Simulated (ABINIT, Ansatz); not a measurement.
## KBr (Fm-3m): modes at Γ and the response to a field

Which modes does KBr (Fm-3m) have at the zone centre?

Calculated with ABINIT 10.8.3; DFT LDA, scalar-relativistic, plane waves, PseudoDojo norm-conserving pseudopotentials.

### 1. The structure

Symmetry: Fm-3m, No. 225, cubic system. The conventional cell has a = 6.371 Å, b = 6.371 Å, c = 6.371 Å, α = 90.00°, β = 90.00°, γ = 90.00°. K has 6 Br at 3.19 Å nearest. Nearest to Br lie 6 K at 3.19 Å. Farther neighbours and most contacts between anions are not listed.

### 2. Relaxation

The harmonic expansion needs vanishing forces, and a free crystal bears no stress, so cell and atoms are brought to rest. Stress is more sensitive to the basis than forces are: the last 3 Ha under the cutoff are smoothed with ecutsm, and the cutoff is raised above that of the later runs.

The starting cell comes from a relaxation made beforehand in Ansatz (LDA, PseudoDojo NC).

File relax.abi:

```
# relaxation
ionmov 2
optcell 2
dilatmx 1.08
ntime 40
tolmxf 1.0d-05
tolvrs 1.0d-14
prtwf 0
prtden 0
chksymtnons 0

# basis, mesh and filling
ecut 40.0
ecutsm 3.0
ngkpt 6 6 6
nshiftk 1
shiftk 0.0 0.0 0.0
istwfk *1
occopt 1
nband 8
nstep 100
diemac 9.0
prtebands 0
prtgsr 0
useylm 1

# cell and atoms
acell 8.51264324 8.51264324 8.51264324
rprim 
    0.0 0.7071067812 0.7071067812
    0.7071067812 0.0 0.7071067812
    0.7071067812 0.7071067812 0.0
ntypat 2
znucl 19 35
natom 2
typat 1 2
xred 
    0.0 0.0 0.0
    0.5 0.5 0.5
pp_dirpath "./pseudo"
pseudos "K.upf, Br.upf"
```

The run is started by

```sh
$ OMP_NUM_THREADS=1 mpirun -n 2 abinit relax.abi > relax.log
```

Numbers of over 12 decimals in the logs are rounded to 6 here.

relax.abo, the main output file:

```text
[banners, grids, parts of the stress and lines that vanish by symmetry left out]
- input  file    -> relax.abi
- output file    -> relax.abo
- root for input  files -> relaxi
[...]
Symmetries : space group Fm -3 m (#225); Bravais cF (face-center cubic)
[...]
mpw =        6710          nfft =      157464          nkpt =          16
[...]
== DATASET  1 ==================================================================
[...]
cutoff_energies: {ecut:  40.0, pawecutdg:  -1.0, }
[...]
ETOT  1  -45.809266376839    -4.581E+01 3.716E-02 1.041E+02
 ETOT  2  -45.832791523315    -2.353E-02 1.519E-05 6.017E+00
 ETOT  3  -45.833306252344    -5.147E-04 9.072E-06 1.869E-01
 ETOT  4  -45.833312106209    -5.854E-06 5.534E-07 2.395E-03
 ETOT  5  -45.833312164976    -5.877E-08 2.694E-09 1.534E-04
[...]
At SCF step   12       vres2   =  3.90E-15 < tolvrs=  1.00E-14 =>converged.
[...]
sigma(1 1)=  1.58937777E-07  sigma(3 2)=  0.00000000E+00
  sigma(2 2)=  1.58937777E-07  sigma(3 1)=  0.00000000E+00
  sigma(3 3)=  1.58937777E-07  sigma(2 1)=  0.00000000E+00
[...]
convergence: {deltae:  4.910E-12, res2:  3.895E-15, residm:  4.477E-19, diffor: null, }
etotal    :  -4.58333122E+01
[...]
ETOT  1  -45.833312178994    -4.583E+01 5.647E-13 9.946E-06
[...]
At SCF step    7       vres2   =  5.36E-15 < tolvrs=  1.00E-14 =>converged.
[...]
sigma(1 1)=  1.49084344E-07  sigma(3 2)=  0.00000000E+00
  sigma(2 2)=  1.49084344E-07  sigma(3 1)=  0.00000000E+00
  sigma(3 3)=  1.49084344E-07  sigma(2 1)=  0.00000000E+00
[...]
convergence: {deltae: -2.132E-12, res2:  5.362E-15, residm:  7.011E-18, diffor: null, }
etotal    :  -4.58333122E+01
[...]
ETOT  1  -45.833312075511    -4.583E+01 6.663E-08 2.275E-03
[...]
ETOT  8  -45.833312186736     2.203E-12 1.542E-17 1.069E-13
 ETOT  9  -45.833312186738    -2.110E-12 3.056E-19 1.117E-15
 At SCF step    9       vres2   =  1.12E-15 < tolvrs=  1.00E-14 =>converged.
[...]
sigma(1 1)= -7.75492502E-11  sigma(3 2)=  0.00000000E+00
  sigma(2 2)= -7.75492500E-11  sigma(3 1)=  0.00000000E+00
  sigma(3 3)= -7.75492507E-11  sigma(2 1)=  0.00000000E+00
[...]
convergence: {deltae: -2.110E-12, res2:  1.117E-15, residm:  3.056E-19, diffor: null, }
etotal    :  -4.58333122E+01
[...]
At Broyd/MD step   3, gradients are converged :
[...]
sigma(1 1)= -7.75492502E-11  sigma(3 2)=  0.00000000E+00
  sigma(2 2)= -7.75492500E-11  sigma(3 1)=  0.00000000E+00
  sigma(3 3)= -7.75492507E-11  sigma(2 1)=  0.00000000E+00
[...]
- sigma(1 1)= -2.28157771E-06  sigma(3 2)=  0.00000000E+00
- sigma(2 2)= -2.28157771E-06  sigma(3 1)=  0.00000000E+00
- sigma(3 3)= -2.28157773E-06  sigma(2 1)=  0.00000000E+00
[...]
fcart     -0.0000000000E+00 -0.0000000000E+00 -0.0000000000E+00
           strten     -7.7549250225E-11 -7.7549250008E-11 -7.7549250658E-11
================================================================================

[key lines of the parts left out:]
pressure_GPa:   2.2816E-06
Total energy (etotal) [Ha]= -4.58333121867382E+01
```

The job ended after 78 s (2 MPI ranks of Intel Xeon at 2.70GHz, shared host; 2.6 min of CPU time).

Little changed from the start: no atom moved by 0.005 Å and no cell edge by 0.1 %.

This step gave:

| Property | Result |
| --- | --- |
| volume per atom | 32.31 Å³ |
| pressure | 2.28e-6 GPa |

### 3. Ground state

The response is built on these wavefunctions, so the potential is converged far more tightly than an energy would need. The mesh is shifted off Γ, since shifted meshes converge sums over the zone faster.

File gs.abi:

```
# ground state
tolvrs 1.0d-16
prtden 1
prtwf 1

# basis, mesh and filling
ecut 32.0
ngkpt 4 4 4
nshiftk 4
shiftk 
    0.5 0.5 0.5
    0.5 0.0 0.0
    0.0 0.5 0.0
    0.0 0.0 0.5
istwfk *1
occopt 1
nband 8
nstep 100
diemac 9.0
prtebands 0
prtgsr 0
useylm 1

# cell and atoms
acell 8.511988667 8.511988667 8.511988667
rprim 
    0.0 0.7071067812 0.7071067812
    0.7071067812 0.0 0.7071067812
    0.7071067812 0.7071067812 0.0
ntypat 2
znucl 19 35
natom 2
typat 1 2
xred 
    0.0 0.0 0.0
    0.5 0.5 0.5
pp_dirpath "./pseudo"
pseudos "K.upf, Br.upf"
```

The run is started by

```sh
$ OMP_NUM_THREADS=1 mpirun -n 2 abinit gs.abi > gs.log
```

gs.abo, the main output file:

```text
[banners, grids, parts of the stress and lines that vanish by symmetry left out]
- input  file    -> gs.abi
- output file    -> gs.abo
- root for input  files -> gsi
[...]
Symmetries : space group Fm -3 m (#225); Bravais cF (face-center cubic)
[...]
mpw =        3779          nfft =       91125          nkpt =          10
[...]
== DATASET  1 ==================================================================
[...]
cutoff_energies: {ecut:  32.0, pawecutdg:  -1.0, }
[...]
ETOT  1  -45.800224485276    -4.580E+01 1.214E-01 5.617E+01
 ETOT  2  -45.832865120078    -3.264E-02 5.291E-05 2.445E+00
 ETOT  3  -45.833233255714    -3.681E-04 5.231E-06 1.239E-01
 ETOT  4  -45.833241003795    -7.748E-06 6.436E-07 8.443E-04
 ETOT  5  -45.833241046647    -4.285E-08 3.263E-09 7.930E-05
[...]
ETOT 13  -45.833241056351     1.819E-12 1.204E-20 1.173E-16
 ETOT 14  -45.833241056351    -3.624E-13 5.007E-22 5.106E-18
 At SCF step   14       vres2   =  5.11E-18 < tolvrs=  1.00E-16 =>converged.
[...]
sigma(1 1)=  2.12670836E-06  sigma(3 2)=  0.00000000E+00
  sigma(2 2)=  2.12670836E-06  sigma(3 1)=  0.00000000E+00
  sigma(3 3)=  2.12670836E-06  sigma(2 1)=  0.00000000E+00
[...]
convergence: {deltae: -3.624E-13, res2:  5.106E-18, residm:  5.007E-22, diffor: null, }
etotal    :  -4.58332411E+01
[...]
sigma(1 1)=  2.12670836E-06  sigma(3 2)=  0.00000000E+00
  sigma(2 2)=  2.12670836E-06  sigma(3 1)=  0.00000000E+00
  sigma(3 3)=  2.12670836E-06  sigma(2 1)=  0.00000000E+00
[...]
- sigma(1 1)=  6.25699203E-02  sigma(3 2)=  0.00000000E+00
- sigma(2 2)=  6.25699203E-02  sigma(3 1)=  0.00000000E+00
- sigma(3 3)=  6.25699203E-02  sigma(2 1)=  0.00000000E+00
[...]
fcart     -0.0000000000E+00 -0.0000000000E+00 -0.0000000000E+00
           strten      2.1267083639E-06  2.1267083639E-06  2.1267083639E-06
================================================================================

[key lines of the parts left out:]
pressure_GPa:  -6.2570E-02
```

Wall time 19 s (2 MPI ranks); 36 s of CPU time.

Numbers from this step:

| Quantity | Value |
| --- | --- |
| pressure | -0.06257 GPa |

The cell stands at -0.063 GPa, close enough for phonons.

### 4. Empty bands

Empty bands on the ground state's density check that the gap assumed so far is there in this cell.

File gap.abi:

```
# empty bands on the ground state's density
iscf -2
getden_filepath "gso_DEN"
tolwfr 1.0d-12
nbdbuf 2
prtwf 0

# basis, mesh and filling
ecut 32.0
ngkpt 6 6 6
nshiftk 1
shiftk 0.0 0.0 0.0
istwfk *1
occopt 1
nband 12
nstep 100
diemac 9.0
prtebands 0
prtgsr 0
useylm 1

# cell and atoms
acell 8.511988667 8.511988667 8.511988667
rprim 
    0.0 0.7071067812 0.7071067812
    0.7071067812 0.0 0.7071067812
    0.7071067812 0.7071067812 0.0
ntypat 2
znucl 19 35
natom 2
typat 1 2
xred 
    0.0 0.0 0.0
    0.5 0.5 0.5
pp_dirpath "./pseudo"
pseudos "K.upf, Br.upf"
```

The run is started by

```sh
$ OMP_NUM_THREADS=1 mpirun -n 2 abinit gap.abi > gap.log
```

gap.abo, the main output file:

```text
[banners, grids, parts of the stress and lines that vanish by symmetry left out]
- input  file    -> gap.abi
- output file    -> gap.abo
- root for input  files -> gapi
[...]
Symmetries : space group Fm -3 m (#225); Bravais cF (face-center cubic)
[...]
mpw =        3812          nfft =       91125          nkpt =          16
[...]
== DATASET  1 ==================================================================
[...]
cutoff_energies: {ecut:  32.0, pawecutdg:  -1.0, }
[...]
-outvars: echo values of variables after computation
            acell      8.5119886670E+00  8.5119886670E+00  8.5119886670E+00 Bohr
================================================================================
```

Elapsed: 24 s, on 2 MPI ranks.

Read from the output:

```
gap on the k-mesh : 4.324 eV
```

In this cell the gap on the mesh is 4.3 eV, direct, so fixed occupations hold.

### 5. Linear response at Γ

The derivative of the wavefunctions by k comes first, since the response to a field is built on it; then the field and the displacements that symmetry doesn't supply are solved at q = 0.

It reads the wavefunctions written in step 3.

File dfpt_gamma.abi:

```
ndtset 2

# common to the responses
getwfk_filepath "gso_WFK"
kptopt 2
nqpt 1
qpt 0.0 0.0 0.0
asr 0
chneut 0

# d/dk
rfelfd1 2
rfdir1 1 1 1
iscf1 -3
tolwfr1 1.0d-20

# displacements, field
rfphon2 1
rfatpol2 1 2
rfdir2 1 1 1
rfelfd2 3
getddk2 1
tolvrs2 1.0d-10
prtwf2 0

# basis, mesh and filling
ecut 32.0
ngkpt 4 4 4
nshiftk 4
shiftk 
    0.5 0.5 0.5
    0.5 0.0 0.0
    0.0 0.5 0.0
    0.0 0.0 0.5
istwfk *1
occopt 1
nband 8
nstep 100
diemac 9.0
prtebands 0
prtgsr 0
useylm 1

# cell and atoms
acell 8.511988667 8.511988667 8.511988667
rprim 
    0.0 0.7071067812 0.7071067812
    0.7071067812 0.0 0.7071067812
    0.7071067812 0.7071067812 0.0
ntypat 2
znucl 19 35
natom 2
typat 1 2
xred 
    0.0 0.0 0.0
    0.5 0.5 0.5
pp_dirpath "./pseudo"
pseudos "K.upf, Br.upf"
```

The run is started by

```sh
$ OMP_NUM_THREADS=1 mpirun -n 2 abinit dfpt_gamma.abi > dfpt_gamma.log
```

dfpt_gamma.abo, the main output file:

```text
[banners, grids, parts of the stress and lines that vanish by symmetry left out]
- input  file    -> dfpt_gamma.abi
- output file    -> dfpt_gamma.abo
- root for input  files -> dfpt_gammai
[...]
DATASET    1 : space group Fm -3 m (#225); Bravais cF (face-center cubic)
[...]
nfft =       91125          nkpt =         128
[...]
DATASET    2 : space group Fm -3 m (#225); Bravais cF (face-center cubic)
[...]
nfft =       91125          nkpt =         128
[...]
== DATASET  1 ==================================================================
[...]
cutoff_energies: {ecut:  32.0, pawecutdg:  -1.0, }
[...]
- 35.00000   7.00000  180309                  znucl, zion, pspdat
[...]
Perturbation : derivative vs k along direction   1
[...]
-ETOT  1  -12.532018503341     -1.253E+01 4.144E-02 0.000E+00
 ETOT  2  -12.586724931272     -5.471E-02 1.137E-03 0.000E+00
 ETOT  3  -12.587296170902     -5.712E-04 2.014E-05 0.000E+00
 ETOT  4  -12.587304030385     -7.859E-06 7.328E-07 0.000E+00
 ETOT  5  -12.587304164271     -1.339E-07 2.257E-08 0.000E+00
[...]
At SCF step   14   max residual=  9.93E-21 < tolwfr=  1.00E-20 =>converged.
[...]
Perturbation : derivative vs k along direction   2
[...]
-ETOT  1  -12.532018503140     -1.253E+01 4.144E-02 0.000E+00
[...]
At SCF step   14   max residual=  9.94E-21 < tolwfr=  1.00E-20 =>converged.
[...]
Perturbation : derivative vs k along direction   3
[...]
-ETOT  1  -12.532018502939     -1.253E+01 4.144E-02 0.000E+00
[...]
At SCF step   14   max residual=  9.94E-21 < tolwfr=  1.00E-20 =>converged.
[...]
1        1       1.3488785374    0.0000000000
     1        2       0.6744392687   -0.0000000000
     1        3       0.6744392687    0.0000000000
     2        1       0.6744392687   -0.0000000000
     2        2       1.3488785374    0.0000000000
     2        3       0.6744392687    0.0000000000
     3        1       0.6744392687    0.0000000000
     3        2       0.6744392687    0.0000000000
     3        3       1.3488785374    0.0000000000
[...]
== DATASET  2 ==================================================================
[...]
cutoff_energies: {ecut:  32.0, pawecutdg:  -1.0, }
[...]
Perturbation : displacement of atom   1   along direction   1
[...]
-ETOT  1   5.353871     -2.369E+03 7.120E+00 4.088E+02
[...]
At SCF step   13       vres2   =  2.89E-12 < tolvrs=  1.00E-10 =>converged.
[...]
Perturbation : displacement of atom   2   along direction   1
[...]
-ETOT  1   1.684461     -6.256E+02 3.862E+00 9.219E+02
[...]
At SCF step   11       vres2   =  5.18E-12 < tolvrs=  1.00E-10 =>converged.
[...]
Perturbation : homogeneous electric field along direction   1
[...]
-ETOT  1  -41.174902714826     -4.117E+01 6.914E-01 2.943E+04
[...]
ETOT 10  -49.893881808848     -3.756E-11 6.432E-13 6.438E-10
 ETOT 11  -49.893881808849     -1.023E-12 5.191E-14 8.969E-11
 At SCF step   11       vres2   =  8.97E-11 < tolvrs=  1.00E-10 =>converged.
[...]
Dielectric tensor, in cartesian coordinates,
[...]
1    4   1    4         2.7590983608        -0.0000000000
   1    4   2    4        -0.0000000000        -0.0000000000
   1    4   3    4        -0.0000000000        -0.0000000000
   2    4   1    4        -0.0000000000        -0.0000000000
   2    4   2    4         2.7590983608        -0.0000000000
   2    4   3    4        -0.0000000000        -0.0000000000
   3    4   1    4        -0.0000000000        -0.0000000000
   3    4   2    4        -0.0000000000        -0.0000000000
   3    4   3    4         2.7590983608        -0.0000000000
  Effective charges, in cartesian coordinates,
[...]
1    1   1    4         1.1020480808         0.0000000000
   2    1   1    4        -0.0000000000         0.0000000000
   3    1   1    4         0.0000000000         0.0000000000
   1    2   1    4        -1.1016702528         0.0000000000
   2    2   1    4         0.0000000000         0.0000000000
[...]
Effective charges, in cartesian coordinates,
[...]
2    4   1    2         0.0000000000         0.0000000000
   3    4   1    2        -0.0000000000         0.0000000000
   1    4   2    2         0.0000000000         0.0000000000
   2    4   2    2        -1.1016700407         0.0000000000
   3    4   2    2         0.0000000000         0.0000000000
   1    4   3    2        -0.0000000000         0.0000000000
   2    4   3    2         0.0000000000         0.0000000000
   3    4   3    2        -1.1016700407         0.0000000000
  Phonon wavevector (reduced coordinates) :  0.00000  0.00000  0.00000
 Phonon energies in Hartree :
[...]
Phonon frequencies in cm-1    :
-  3.722827E-01  3.722828E-01  3.722832E-01  1.300380E+02  1.300380E+02
-  1.300380E+02
  Phonon at Gamma, with non-analyticity in the
[...]
Phonon energies in Hartree :
[...]
Phonon frequencies in cm-1    :
-  3.722827E-01  3.722828E-01  3.725027E-01  1.300380E+02  1.300380E+02
-  1.722627E+02
  Phonon at Gamma, with non-analyticity in the
[...]
Phonon energies in Hartree :
[...]
Phonon frequencies in cm-1    :
-  3.722827E-01  3.722832E-01  3.725023E-01  1.300380E+02  1.300380E+02
-  1.722627E+02
  Phonon at Gamma, with non-analyticity in the
[...]
Phonon energies in Hartree :
[...]
Phonon frequencies in cm-1    :
-  3.722828E-01  3.722832E-01  3.725022E-01  1.300380E+02  1.300380E+02
-  1.722627E+02
[...]
fcart2     0.0000000000E+00  0.0000000000E+00  0.0000000000E+00
           strten2     0.0000000000E+00  0.0000000000E+00  0.0000000000E+00
================================================================================
```

The job ended after 6.7 min (2 MPI ranks).

Numbers from this step:

```
miss of the charge sum rule                                       : 3.78e-4 e
largest acoustic frequency at the zone centre before the sum rule : 0.37 cm⁻¹
highest optical zone-centre mode (no LO-TO term)                  : 130.0 cm⁻¹
lowest optical zone-centre mode                                   : 130.0 cm⁻¹
mean high-frequency dielectric constant                           : 2.759
largest Born charge in size (third of the trace)                  : 1.102 e
```

Born charge (rows field, columns displacement), before the sum rule (e), principal values of the symmetric part by kind of site:

```csv
atom,atoms with these values,low,middle,high,mean
K1,1,1.10,1.10,1.10,1.10
Br2,1,-1.10,-1.10,-1.10,-1.10
```

In full for Br2:

```
-1.10  0.00  0.00
 0.00 -1.10  0.00
 0.00  0.00 -1.10
```

High-frequency dielectric tensor:

```
2.76 0.00 0.00
0.00 2.76 0.00
0.00 0.00 2.76
```

The acoustic modes at Γ come out as far as 0.4 cm⁻¹ from zero, where they should vanish, a small numerical error; the Born charges miss their sum rule by 3.8e-4 e, which is good.

(Continued in part 2 of 3.)

[Host names and launcher messages were left out of these logs when they were recorded.]

[Logs are printed without paths, hosts, clocks, repeated set-up lines and the standing remarks that a program may print on its own settings, such as how far it seeks lower states.]

[Hosts, paths, dates, database ids (printed as entryN), source tags and the programs' standing remarks are cut or masked in the printed files.]
